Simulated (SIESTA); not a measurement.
Crystal: CdSe.

```
Cd Se
1.0
     0.00000    3.07027    3.07027
     3.07027    0.00000    3.07027
     3.07027    3.07027    0.00000
Cd Se
1 1
Direct
  0.00000 0.00000 0.00000
  0.25000 0.25000 0.25000
```

Measurements of this composition are mostly on another form, of space group No. 186.

Base run:

* Program: SIESTA 5.4.2
* Functional: RPBE
* Potentials or basis: PseudoDojo 0.4 standard (PBE files)
* Basis: DZP (energy shift 0.002 Ry)
* Grid cutoff: 800 Ry
* Energy shift: 0.002 Ry
* k mesh: 8 × 8 × 8
* Occupations: fermi-dirac, width 0.05 eV
* Spin: no spin polarisation

Its results: band gap on the k mesh 0.97 eV, direct; pressure 3.9 GPa.

**Question.** The run is repeated on the same cell with these changes: functional from RPBE to BLYP. What comes out?

**Answer.** Band gap on the k mesh 0.81 eV, direct; pressure 4.4 GPa.

Caveats: semicore shells carry a single zeta, which can move pressures by several GPa and volumes by a few percent; the potentials were made for another functional, which shifts forces and pressure; the basis of atomic orbitals isn't converged, which shifts pressures, moduli and gaps.
